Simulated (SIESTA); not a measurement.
# Cu in SIESTA: the effect of pseudo set

Cu, a slab with vacuum:

```
Cu
1.0
     2.53076    0.00000    0.00000
    -1.26538    2.19171    0.00000
     0.00000    0.00000   25.32727
Cu
6
Direct
  0.66667 0.33333 0.29612
  0.00000 0.00000 0.37767
  0.33333 0.66667 0.45922
  0.00000 0.00000 0.54078
  0.66667 0.33333 0.62233
  0.00000 0.00000 0.70388
```

The slab is cut from a database's or a generator's crystal, which needn't be the stable form of the element.

Alike in all runs:

```yaml
Program: SIESTA 5.4.2
Task: band structure
Functional: PBE
Basis: DZP (energy shift 0.003 Ry; two zetas on semicore shells)
Grid_cutoff: 800 Ry
Energy_shift: 0.003 Ry
k_mesh: 12 × 12 × 1
Occupations: fermi-dirac, width 0.05 eV
Spin: no spin polarisation
```

```csv
pseudo set,largest force (eV/Å)
PseudoDojo 0.4 standard,0.15
PseudoDojo 0.4 stringent,?
PseudoDojo 0.5 standard,0.15
SG15 1.2,0.06
SPMS 1.0,0.22
Ansatz NC,0.15
```

Question: What does the run with pseudo set PseudoDojo 0.4 stringent give?

Answer: Largest force 0.13 eV/Å.
